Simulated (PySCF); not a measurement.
# C5H6: the cost of one run

Program: PySCF 2.14.0. Level of theory: levels as typed in each script, gas phase, geometry from GFN2-xTB. These are calculated values, not measurements.

## 1. The system as given

SMILES `C1=CCC=C1`, 11 atoms, charge 0, spin multiplicity 1.

Bond lengths: C1–C2 1.339 Å, C1–C5 1.448 Å, C1–H6 1.076 Å, C2–C3 1.493 Å, C2–H7 1.075 Å, C3–C4 1.493 Å, C3–H8 1.092 Å, C3–H9 1.092 Å, C4–C5 1.339 Å, C4–H10 1.074 Å, C5–H11 1.075 Å. Angles: C2–C1–C5 109.2°, C2–C1–H6 126.9°, C5–C1–H6 123.8°, C1–C2–C3 109.4°, C1–C2–H7 127.6°, C3–C2–H7 123.0°, C2–C3–C4 102.6°, C2–C3–H8 111.9°, C2–C3–H9 111.8°, C4–C3–H8 111.9°, C4–C3–H9 111.8°, H8–C3–H9 107.0°, C3–C4–C5 109.4°, C3–C4–H10 123.0°, C5–C4–H10 127.6°, C1–C5–C4 109.2°, C1–C5–H11 123.8°, C4–C5–H11 126.9°.

Geometry (Å):

```
C     0.9851    0.7241    0.0001
C    -0.2790    1.1654   -0.0003
C    -1.2123   -0.0001    0.0004
C    -0.2788   -1.1654   -0.0001
C     0.9853   -0.7239    0.0000
H     1.8783    1.3232    0.0006
H    -0.6171    2.1854   -0.0006
H    -1.8622   -0.0001    0.8779
H    -1.8623   -0.0001   -0.8776
H    -0.6168   -2.1854   -0.0005
H     1.8785   -1.3229   -0.0002
```

## 2. Excited states (wB97X/6-311+g**)

File input.py:

```python
import numpy as np
from pyscf import gto, scf, dft, tdscf
from pyscf.scf import atom_ks, atom_hf
from scipy.linalg import block_diag

def solve(mol, dm0=None, hcore=None):
    mf = (dft.UKS if mol.spin else dft.RKS)(mol, xc='wb97x')
    mf.grids.level = 3
    mf = mf.density_fit(auxbasis='def2-universal-jkfit')
    mf.conv_tol, mf.max_cycle = 1e-8, 80
    if hcore is not None:
        mf.get_hcore = lambda *args: hcore
    mf.kernel(dm0)
    if not mf.converged:
        mf = mf.newton().run(mf.mo_coeff, mf.mo_occ, max_cycle=30)
    assert mf.converged, 'SCF not converged'
    return mf

mol = gto.M(atom='''
C      0.98512     0.72407     0.00015
C     -0.27902     1.16536    -0.00033
C     -1.21227    -0.00013     0.00036
C     -0.27883    -1.16540    -0.00011
C      0.98526    -0.72391     0.00000
H      1.87829     1.32323     0.00064
H     -0.61715     2.18537    -0.00065
H     -1.86218    -0.00013     0.87793
H     -1.86229    -0.00014    -0.87762
H     -0.61676    -2.18535    -0.00053
H      1.87853    -1.32286    -0.00021
''', basis='6-311+g**', charge=0, spin=0, verbose=4)
mf = solve(mol)
td = mf.TDA()
td.nstates, td.singlet, td.conv_tol = 5, True, 1e-5
td.kernel()
td.analyze()
x, y = np.array([p[0] for p in td.xy]), np.array([p[1] + 0 * p[0] for p in td.xy])
f, mu = td.oscillator_strength(), td.transition_dipole()
nto = [td.get_nto(state=i + 1, verbose=4) for i in range(len(td.e))]
# spherically averaged free atoms, for the promolecule
atm = atom_ks.get_atm_nrks(mol, xc='wb97x')
pro = block_diag(*[(atm[a[0]][2] * atm[a[0]][3]) @ atm[a[0]][2].T for a in mol._atom])
np.savez('result.npz', e=td.e, f=f, ok=td.converged, w=[n[0] for n in nto], nto=[n[1] for n in nto], x=x, y=y, c=mf.mo_coeff, occ=mf.mo_occ, eps=mf.mo_energy, pro=pro, mu=mu)
```

Started as:

```
$ OMP_NUM_THREADS=1 python input.py
```

What time and memory should one allow on 1 thread of Intel Xeon Platinum 8488C (Sapphire Rapids), shared host?

About 4.9 min, with a peak of 0.76 GiB.
